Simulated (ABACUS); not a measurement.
**InP under changes of volume**

One of the cells (25.167 Å³/atom); the others are scaled copies at fixed shape and fractional positions:

```xyz
2
Lattice="0.0000 2.9305 2.9305 2.9305 0.0000 2.9305 2.9305 2.9305 0.0000" Properties=species:S:1:pos:R:3 pbc="T T T"
In    0.0000    0.0000    0.0000
P     4.3957    4.3957    4.3957
```

* Program: ABACUS 3.10.1
* Functional: PBE
* Potentials or basis: PseudoDojo NC SR 0.4.1 PBE standard
* Cutoff: 966 eV
* Density cutoff: 3864 eV
* Basis: plane waves
* k mesh: 8 × 8 × 8
* Occupations: fermi-dirac, width 0.05 eV
* Spin: no spin polarisation

```tsv
volume (Å³/atom)	energy over the lowest point (meV/atom)	pressure (GPa)	gap on the mesh (eV)
23.657	68.83	8.7	1.05
24.160	44.58	6.7	0.93
24.663	26.18	5.0	0.82
25.167	?	?	?
25.670	4.60	2.0	0.60
26.173	0.40	0.7	0.50
26.677	0.00	-0.4	0.39
```

Problem. What does the run at 25.167 Å³/atom give?

Solution. Energy over the lowest point 13.03 meV/atom; pressure 3.4 GPa; gap on the mesh 0.71 eV.

Worked out: A Birch-Murnaghan fit of order 3 (a polynomial in V^(-2/3)) to the other rows has its minimum at 26.48 Å³/atom with B0 = V·E''(V) = 60 GPa and B' = 4.7. It gives 13.02 meV/atom at 25.167 Å³/atom, against the run's 13.03, and -dE/dV = 3.4 GPa, against 3.4. A straight line through the other rows of the gap, of slope -5.46 eV per unit of ln V (its deformation potential), gives 0.71 eV, against the run's 0.71.

Energies are extrapolated to zero smearing.

Caveats: spin-orbit coupling is left out, which moves the levels of the heavy elements.
